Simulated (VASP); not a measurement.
# BP (F-43m) in VASP: a series of runs

The runs below take BP through single point, with PBEsol.

Everything below comes from runs of VASP 6.6.1. Logs are shortened: lines on timing, memory, paths and dates and some standing lists are left out, and cuts for length are marked.

**1. The undisturbed crystal**

The structure is cubic, space group F-43m (No. 216). The conventional cell has a = 4.538 Å, b = 4.538 Å, c = 4.538 Å, α = 90.00°, β = 90.00°, γ = 90.00°. Around P (site symmetry -43m) lie 4 B at 1.97 Å. B (site symmetry -43m) has 4 P at 1.97 Å as nearest neighbours.

**2. Single point, PBEsol (grid = ENCUT=400 dk=0.45 cell=2x2x2 ISMEAR=0 SIGMA=0.05 LREAL=Auto EDIFF=1e-06)**

The input, INCAR:

```
SYSTEM = BP
PREC = Accurate
ENCUT = 400
EDIFF = 1E-6
ISMEAR = 0
SIGMA = 0.05
LREAL = Auto
LASPH = .TRUE.
NELM = 120
ALGO = Fast
ISIF = 2
LWAVE = .FALSE.
LCHARG = .FALSE.
GGA = PS
NBANDS = 40
```

The input, KPOINTS:

```
regular mesh
0
G
  3 3 3
  0 0 0
```

The input, POSCAR:

```
BP
1.0
    0.0000000000      4.5380000000      4.5380000000
    4.5380000000      0.0000000000      4.5380000000
    4.5380000000      4.5380000000      0.0000000000
B P
8 8
Direct
    0.3750000000      0.3750000000      0.3750000000
    0.0000000000      0.0000000000      0.0000000000
    0.0000000000      0.0000000000      0.5000000000
    0.0000000000      0.5000000000      0.0000000000
    0.5000000000      0.0000000000      0.0000000000
    0.5000000000      0.0000000000      0.5000000000
    0.5000000000      0.5000000000      0.0000000000
    0.5000000000      0.5000000000      0.5000000000
    0.3750000000      0.3750000000      0.8750000000
    0.3750000000      0.8750000000      0.3750000000
    0.3750000000      0.8750000000      0.8750000000
    0.8750000000      0.3750000000      0.3750000000
    0.8750000000      0.3750000000      0.8750000000
    0.8750000000      0.8750000000      0.3750000000
    0.8750000000      0.8750000000      0.8750000000
    0.0000000000      0.5000000000      0.5000000000
```

Potentials or basis: VASP PAW PBE potentials, release 64 (B, P).

Run with:

```bash
$ cat potpaw_PBE.64/B/POTCAR potpaw_PBE.64/P/POTCAR > POTCAR
$ mpirun -np 1 vasp_std > vasp.out
```

OUTCAR:

```text
SYSTEM = BP
   PREC = Accurate
   ENCUT = 400
   EDIFF = 1E-6
   ISMEAR = 0
   LREAL = Auto
   LASPH = .TRUE.
   NELM = 120
   ISIF = 2
   GGA = PS

 Found      6 irreducible k-points:

 Following reciprocal coordinates:
            Coordinates               Weight
  0.000000  0.000000  0.000000      1.000000
  0.333333  0.000000  0.000000      2.000000
  0.000000  0.333333  0.000000      6.000000
  0.333333  0.333333  0.000000      6.000000
 -0.333333  0.333333  0.000000      6.000000
  0.000000 -0.333333  0.333333      6.000000
   k-points           NKPTS =      6   k-points in BZ     NKDIM =      6   number of bands    NBANDS=     40
   number of dos      NEDOS =    301   number of ions     NIONS =     16
   total plane-waves  NPLWV =  74088
   dimension x,y,z NGX =    42 NGY =   42 NGZ =   42
   dimension x,y,z NGXF=    84 NGYF=   84 NGZF=   84
   ions per type =               8   8
   NGX,Y,Z   is equivalent  to a cutoff of  10.88, 10.88, 10.88 a.u.
   NGXF,Y,Z  is equivalent  to a cutoff of  21.76, 21.76, 21.76 a.u.
 SYSTEM =  BP
   PREC   = accura    normal or accurate (medium, high low for compatibility)
   ISTART =      0    job   : 0-new  1-cont  2-samecut
   ICHARG =      2    charge: 1-file 2-atom 10-const
   ISPIN  =      1    spin polarized calculation?
   LNONCOLLINEAR =      F non collinear calculations
   LSORBIT =      F    spin-orbit coupling
   LASPH  =      T    aspherical Exc in radial PAW
   ENCUT  =  400.0 eV  29.40 Ry    5.42 a.u.  10.47 10.47 10.47*2*pi/ulx,y,z
   NELM   =    120;   NELMIN=  2; NELMDL= -5     # of ELM steps
   EDIFF  = 0.1E-05   stopping-criterion for ELM
   LREAL  =      T    real-space projection
   EDIFFG = 0.1E-04   stopping-criterion for IOM
   NSW    =      0    number of steps for IOM
   IBRION =     -1    ionic relax: 0-MD 1-quasi-New 2-CG
   NFREE  =      0    steps in history (QN), initial steepest desc. (CG)
   ISIF   =      2    stress and relaxation
   ISYM   =      2    0-nonsym 1-usesym 2-fastsym
   POTIM  = 0.5000    time-step for ionic-motion
   TEBEG  =    0.0;   TEEND  =   0.0 temperature during run
   PSTRESS=    0.0 pullay stress
   NELECT =      64.0000    total number of electrons
   NUPDOWN=      -1.0000    fix difference up-down
   EMIN   =  10.00;   EMAX   =-10.00  energy-range for DOS
   EFERMI =   0.00;   METHOD = LEGACY
   ISMEAR =     0;   SIGMA  =   0.05  broadening in eV -4-tet -1-fermi 0-gaus
   EFERMI_NEDOS =   21; number of points for ismear=-14 and -15
   IALGO  =     68    algorithm
   IMIX   =      4    mixing-type and parameters
     AMIX     =   0.40;   BMIX     =  1.00
     AMIX_MAG =   1.60;   BMIX_MAG =  1.00
  volume/ion in A,a.u.               =      11.68        78.83
  Fermi-wavevector in a.u.,A,eV,Ry     =   1.145320  2.164342 17.847562  1.311759
  Thomas-Fermi vector in A             =   2.282009
   LORBIT       =      0    0 simple, 1 ext, 2 COOP (PROOUT), +10 PAW based schemes
   GGA     = PS    functional components
   LHFCALC =     F    Hartree Fock is set to
   AEXX    =    0.0000 exact exchange contribution
   IVDW    =     0    specifies the selected vdW correction
   LEPSILON=     F    determine dielectric tensor
   LRPA    =     F    only Hartree local field effects (RPA)
 non-spin polarized calculation
 RMM-DIIS sequential band-by-band and
 Gauss-broadening in eV      SIGMA  =   0.05
  energy-cutoff  :      400.00
  volume of cell :      186.91
 maximum number of plane-waves:      3479
 NGX is ok and might be reduce to    42
   NGX = 21   NGY = 21   NGZ = 21

 number of electron      64.0000013 magnetization

 Free energy of the ion-electron system (eV)
  ---------------------------------------------------
  ext. energy  EPLUGINS =         0.00000000
  ---------------------------------------------------
  free energy    TOTEN  =      -104.58621450 eV

  energy without entropy =     -104.58401150  energy(sigma->0) =     -104.58511300

 E-fermi :   8.0169     XC(G=0): -11.0485

 val. band max:        7.9751700411   @ k =   0.0000   0.0000   0.0000
 cond. band min:       8.0637738632   @ k =   0.0000   0.0000   0.0000
 fundamental gap:      0.0886038221
 Fermi energy:         8.0168561677

 k-point     1 :       0.0000    0.0000    0.0000
  band No.  band energies     occupation
      1      -9.2051      2.00000
      2      -6.2290      2.00000
      3      -5.4368      2.00000
      4      -5.4368      2.00000
      5      -4.2444      2.00000
      6      -3.5040      2.00000
[... 32 lines left out ...]
     39      10.1659      0.00000
     40      10.3631      0.00000

 k-point     2 :       0.3333    0.0000    0.0000
  band No.  band energies     occupation
      1      -9.0413      2.00000
      2      -6.3032      2.00000
      3      -5.3846      2.00000
      4      -5.3846      2.00000
      5      -5.2480      2.00000
      6      -4.0431      2.00000
[... 32 lines left out ...]
     39      10.9451      0.00000
     40      11.1715      0.00000

 k-point     3 :       0.0000    0.3333    0.0000
  band No.  band energies     occupation
      1      -8.9267      2.00000
      2      -6.9362      2.00000
      3      -5.5603      2.00000
      4      -5.4451      2.00000
      5      -4.4471      2.00000
      6      -4.1639      2.00000
[... 32 lines left out ...]
     39      10.6111      0.00000
     40      10.6693      0.00000

 k-point     4 :       0.3333    0.3333    0.0000
  band No.  band energies     occupation
      1      -8.8784      2.00000
      2      -6.7158      2.00000
      3      -5.7197      2.00000
      4      -5.6703      2.00000
      5      -5.1072      2.00000
      6      -4.3049      2.00000
[... 32 lines left out ...]
     39      11.2197      0.00000
     40      11.2974      0.00000

 k-point     5 :      -0.3333    0.3333    0.0000
  band No.  band energies     occupation
      1      -8.7992      2.00000
      2      -6.7558      2.00000
      3      -5.8440      2.00000
      4      -5.5914      2.00000
      5      -5.4535      2.00000
      6      -3.9331      2.00000
[... 32 lines left out ...]
     39      11.8667      0.00000
     40      12.0456      0.00000

 k-point     6 :       0.0000   -0.3333    0.3333
  band No.  band energies     occupation
      1      -8.7177      2.00000
      2      -6.8833      2.00000
      3      -6.5496      2.00000
      4      -5.1388      2.00000
      5      -4.6918      2.00000
      6      -4.2718      2.00000
[... 32 lines left out ...]
     39      11.5424      0.00000
     40      11.8183      0.00000

------------------------ aborting loop because EDIFF is reached ----------------------------------------

  FORCE on cell =-STRESS in cart. coord.  units (eV):
  Direction    XX          YY          ZZ          XY          YZ          ZX
  --------------------------------------------------------------------------------------
  -------------------------------------------------------------------------------------
  Total        2.8964134      2.8964134      2.8964134      2.8428521     -2.8428521      2.8428521
  in kB       24.8283387     24.8283387     24.8283387     24.3692059    -24.3692059     24.3692059
  external PRESSURE =      24.8283387 kB  Pullay stress =       0.0000000 kB

 VOLUME and BASIS-vectors are now :
 -----------------------------------------------------------------------------
  energy-cutoff  :      400.00
  volume of cell :      186.91
      direct lattice vectors                 reciprocal lattice vectors
     0.000000000  4.538000000  4.538000000    -0.110180696  0.110180696  0.110180696
     4.538000000  0.000000000  4.538000000     0.110180696 -0.110180696  0.110180696
     4.538000000  4.538000000  0.000000000     0.110180696  0.110180696 -0.110180696

 POSITION                                       TOTAL-FORCE (eV/Angst)
 -----------------------------------------------------------------------------------
      3.40350      3.40350      3.40350        -1.198777      1.198777      1.198777
      0.00000      0.00000      0.00000        -0.768996      0.161517      0.161517
      2.26900      2.26900      0.00000        -0.161517      0.768996      0.161517
      2.26900      0.00000      2.26900        -0.161517      0.161517      0.768996
      0.00000      2.26900      2.26900         0.153519     -0.153519     -0.153519
      2.26900      4.53800      2.26900         1.246054     -1.246054      0.622868
[... 8 lines left out ...]
      7.94150      7.94150      7.94150         0.208505     -0.208505     -0.208505
      4.53800      2.26900      2.26900        -3.799850      3.799850      3.799850
 -----------------------------------------------------------------------------------
    total drift:                                0.000217     -0.000212     -0.000212

  FREE ENERGIE OF THE ION-ELECTRON SYSTEM (eV)
  ---------------------------------------------------
  free  energy   TOTEN  =      -104.5862144981 eV

  energy  without entropy=     -104.5840115035  energy(sigma->0) =     -104.58511300
```

Run time: 30 s. Hardware: 1 thread of Intel Xeon 6975P-C (Granite Rapids), shared host; peak memory 0.25 GiB.

The run converged, but some of its settings lie outside the range that counts as converged, so its numbers aren't taken as properties of the crystal.

What came out:

- Free energy: -104.5862 eV
- Pressure: 2.5 GPa
- Largest force: 6.582 eV/Å
- Band gap on the k mesh: 0.09 eV, direct

Caveat: the PAW data sets were made with another functional, which shifts forces and pressure a little.

**3. Single point, PBEsol (grid = ENCUT=460 dk=0.45 cell=2x2x2 ISMEAR=0 SIGMA=0.05 LREAL=Auto EDIFF=1e-06)**

Changes to INCAR since step 2:

```diff
@@ -2,3 +2,3 @@
 PREC = Accurate
-ENCUT = 400
+ENCUT = 460
 EDIFF = 1E-6
```

KPOINTS is that of step 2.

POSCAR is that of step 2.

Potentials or basis: VASP PAW PBE potentials, release 64 (B, P).

Run with:

```bash
$ cat potpaw_PBE.64/B/POTCAR potpaw_PBE.64/P/POTCAR > POTCAR
$ mpirun -np 1 vasp_std > vasp.out
```

It took 37 s on 1 thread of Intel Xeon 6975P-C (Granite Rapids), shared host; peak memory 0.31 GiB.

These settings aren't checked as converged: the numbers below hold their error.

Results:

```
Free energy            : -104.5860 eV
Pressure               : 2.6 GPa
Largest force          : 6.583 eV/Å
Band gap on the k mesh : 0.09 eV, direct
```

Caveat: the PAW data sets were made with another functional, which shifts forces and pressure a little.

(Continued in part 2 of 2.)
